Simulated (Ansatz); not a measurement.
Recipe of this trial structure of CdTe: random cell by space group and Wyckoff sites (P6/mmm, No. 191). Lengths were set from tabulated atomic sizes, so they are only a guess.

```
Cd Te
1.0
     4.11683    0.00000    0.00000
    -2.05842    3.56528    0.00000
     0.00000    0.00000    9.42638
Cd Te
2 2
Direct
  0.00000 0.00000 0.22249
  0.00000 0.00000 0.77751
  0.00000 0.00000 0.00000
  0.00000 0.00000 0.50000
```

Theory: DFT PBE, scalar-relativistic, plane waves, PAW (Ansatz). Cutoff 420 eV, Gaussian smearing, Γ-centred meshes. Cell and atoms relax first on a coarse mesh and then on a finer one. In between, the cell is made exact in the group found at 0.06 Å. In metals the finer mesh still leaves noise of several meV/atom or more. The steps can't lower the symmetry of their start. No spin polarisation.

A guess keeps its type if space group and coordination stay and the shape of the cell changes little (axis ratios within about 15 %, angles within 6°); the volume may change.

Question: Will the relaxed cell still be of the starting type?

Answer: It doesn't keep its type. The symmetry stays P6/mmm (No. 191). The volume per atom shrinks by 17.7 %, from 34.6 to 28.5 Å³. The shortest distance goes from 2.10 Å (Cd–Te) to 3.19 Å (Cd–Cd and Te–Te). The ratio c/a of the conventional cell changes by a factor of 0.88. Counting neighbours within 15 % of an atom's shortest distance, the start has Cd 1, Te 2 and the end Cd 8, Te 8. In detail, at the end Cd is surrounded by 6 Cd at 3.19 Å and 2 Te at 3.22 Å; Te has 6 Te at 3.19 Å and 2 Cd at 3.22 Å.

```
Cd Te
1.0
     3.19361    0.00000    0.00000
    -1.59681    2.76575    0.00000
     0.00000    0.00000    6.44280
Cd Te
1 1
Direct
  0.00000 0.00000 0.50000
  0.00000 0.00000 0.00000
```

Formation energies are uncorrected and refer to the elements' standard structures at the same level.

Question: At what energy does it end?

Answer: +0.08 eV/atom. The separate elements lie lower, so it is unstable against them.

The last run used an 18×18×10 mesh (in the run's order of axes) for its 2-atom cell and Gaussian smearing of 0.10 eV. Spin–orbit coupling, which can matter for Te, is left out. The reference form of Te is held partly by dispersion forces, which this level lacks. A structure relaxed within its symmetry needn't be a true minimum. Another cell of CdTe relaxed alike, in F-43m (a cell as deposited in COD), lies 0.55 eV/atom lower, so this cell isn't the stable form at this level.
